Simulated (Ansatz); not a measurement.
## Response of Ge to small distortions

```xyz
2
Lattice="0.0000 2.8288 2.8288 2.8288 0.0000 2.8288 2.8288 2.8288 0.0000" Properties=species:S:1:pos:R:3 pbc="T T T"
Ge    2.8288    2.8288    2.8288
Ge    4.2432    4.2432    4.2432
```

Atoms are numbered in the order listed.

The structure is an experimental refinement, used without relaxation.

These are results of Ansatz 0.2.0, DFT, PBE, PAW with Ansatz's default frozen-core files, scalar-relativistic, not measurements.

The runs use a Γ-centred 10×10×10 k mesh, Fermi–Dirac smearing of 0.05 eV, cutoff 420 eV, no spin polarisation.

The unchanged cell is at 3.65 GPa, so energy changes include a term −P ΔV where the volume moves.

Semilocal functionals give too small gaps.

x, y and z are the Cartesian axes of the cell as listed; fractional coordinates follow a strain, and an engineering shear is twice the off-diagonal strain component.

Vzz stands for the principal value of largest size of the field-gradient tensor, whatever its axis.

(1) One change gave: energy change +17.5 meV/atom; stress change (xx, yy, zz, yz, xz, xy) 0.34, 0.34, 0.34, 2.73, 2.73, 2.73 GPa, compression positive; change of the force on Ge1 (-0.331, -0.331, -0.331) eV/Å; Vzz in 10²¹ V/m²: Ge1 0 → -2.98 (η = 0.00). Which change was it?
A. atom 1 (Ge) moved by (0.0000, 0.0000, 0.0300) Å
B. equal xy, yz and zx engineering shear strains of +2 %
C. xy engineering shear strain of +1 %
D. equal xy, yz and zx engineering shear strains of -1 %
E. equal xy, yz and zx engineering shear strains of -3 %
F. equal xy, yz and zx engineering shear strains of +1 %
G. equal xy, yz and zx engineering shear strains of +4 %
H. equal xy, yz and zx engineering shear strains of +3 %
I. equal xy, yz and zx engineering shear strains of -2 %

## Answers

(1) E. For equal xy, yz and zx engineering shear strains of +4 %: energy change +27.9 meV/atom; stress change (xx, yy, zz, yz, xz, xy) 0.55, 0.55, 0.55, -3.16, -3.16, -3.16 GPa, compression positive; change of the force on Ge1 (0.303, 0.303, 0.303) eV/Å; Vzz in 10²¹ V/m²: Ge1 0 → 3.77 (η = 0.00). For xy engineering shear strain of +1 %: energy change +0.6 meV/atom; stress change (xx, yy, zz, yz, xz, xy) 0.01, 0.01, 0.01, 0.00, 0.00, -0.86 GPa, compression positive; change of the force on Ge1 (0.000, 0.000, 0.093) eV/Å; Vzz in 10²¹ V/m²: Ge1 0 → 0.49 (η = 1.00). For atom 1 (Ge) moved by (0.0000, 0.0000, 0.0300) Å: energy change +2.6 meV/atom; stress change (xx, yy, zz, yz, xz, xy) 0.05, 0.05, 0.02, 0.00, 0.00, 0.99 GPa, compression positive; change of the force on Ge1 (0.000, 0.000, -0.341) eV/Å; Vzz in 10²¹ V/m²: Ge1 0 → 0.52 (η = 1.00). For equal xy, yz and zx engineering shear strains of -1 %: energy change +1.9 meV/atom; stress change (xx, yy, zz, yz, xz, xy) 0.04, 0.04, 0.04, 0.87, 0.87, 0.87 GPa, compression positive; change of the force on Ge2 (0.099, 0.099, 0.099) eV/Å; Vzz in 10²¹ V/m²: Ge1 0 → -0.99 (η = 0.00). For equal xy, yz and zx engineering shear strains of +2 %: energy change +7.2 meV/atom; stress change (xx, yy, zz, yz, xz, xy) 0.14, 0.14, 0.14, -1.65, -1.65, -1.65 GPa, compression positive; change of the force on Ge1 (0.167, 0.167, 0.167) eV/Å; Vzz in 10²¹ V/m²: Ge1 0 → 1.92 (η = 0.00). For equal xy, yz and zx engineering shear strains of -2 %: energy change +7.7 meV/atom; stress change (xx, yy, zz, yz, xz, xy) 0.15, 0.15, 0.15, 1.78, 1.78, 1.78 GPa, compression positive; change of the force on Ge2 (0.209, 0.209, 0.209) eV/Å; Vzz in 10²¹ V/m²: Ge1 0 → -1.97 (η = 0.00). For equal xy, yz and zx engineering shear strains of +1 %: energy change +1.8 meV/atom; stress change (xx, yy, zz, yz, xz, xy) 0.04, 0.04, 0.04, -0.84, -0.84, -0.84 GPa, compression positive; change of the force on Ge1 (0.088, 0.088, 0.088) eV/Å; Vzz in 10²¹ V/m²: Ge1 0 → 0.97 (η = 0.00). For equal xy, yz and zx engineering shear strains of +3 %: energy change +16.0 meV/atom; stress change (xx, yy, zz, yz, xz, xy) 0.32, 0.32, 0.32, -2.42, -2.42, -2.42 GPa, compression positive; change of the force on Ge1 (0.238, 0.238, 0.238) eV/Å; Vzz in 10²¹ V/m²: Ge1 0 → 2.85 (η = 0.00).
